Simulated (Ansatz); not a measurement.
# VBiO4 — ¹⁷O NMR of the central transition

Cell: an entry of the Crystallography Open Database (COD), its atoms then relaxed with PBE in this cell.

```xyz
12
Lattice="-3.6515 3.6515 3.2920 3.6515 -3.6515 3.2920 3.6515 3.6515 -3.2920" Properties=species:S:1:pos:R:3 pbc="T T T"
V     0.0000    0.0000    3.2920
V     3.6515    0.0000    1.6460
Bi    0.0000    3.6515    1.6460
Bi    0.0000    0.0000    0.0000
O     3.6515    2.3246   -1.1028
O     4.9784    0.0000    0.5432
O     0.0000    1.3269    2.1892
O     2.3246    0.0000    0.5432
O     3.6515    1.3269    2.7488
O     1.3269    0.0000    4.3948
O     3.6515   -1.3269    2.7488
O     2.3246    3.6515    1.1028
```

Atoms are numbered from 1 in the order listed; like atoms form one site, named after its first atom.

All values are calculated (Ansatz; DFT, r2SCAN, plane waves and PAW, scalar-relativistic, 500 eV cutoff, Γ-centred 4×4×4 k-points, Fermi–Dirac smearing 0.02 eV), not measured.

¹⁷O has I = 5/2 and Q = -25.58 mb (Pyykkö 2018); at 23.5 T its Larmor frequency is ν₀ = 135.7 MHz. Only the quadrupole interaction is simulated: positions count from each site's isotropic chemical shift, and J coupling is left out, as are shift anisotropy and dipolar coupling, which fast spinning averages.

Q: Give C_Q, η, the quadrupolar product P_Q = |C_Q|(1 + η²/3)^½, the second-order isotropic shift and the breadth of the pattern (fast magic-angle spinning) for each O site.

A: 

| site | first shell | C_Q (MHz) | η | P_Q (MHz) | δ_QIS (ppm) | breadth (kHz) |
| --- | --- | --- | --- | --- | --- | --- |
| O | 1 V at 1.73 Å; also 2 Bi at 2.39–2.56 Å | 2.13 | 0.71 | 2.30 | -1.72 | 0.535 |

δ_QIS = −(ν_Q²/30ν₀²)[I(I+1) − 3/4](1 + η²/3) × 10⁶ ppm with ν_Q = 3|C_Q|/[2I(2I−1)]; it falls as 1/B₀² in ppm, and the breadth as 1/B₀ in kHz.

At this cell the principal stresses reach 6 GPa in size with r2SCAN, which can matter for small gradients. The largest force is 0.3 eV/Å, so the atoms aren't at the calculated equilibrium and relaxing them would move these values.
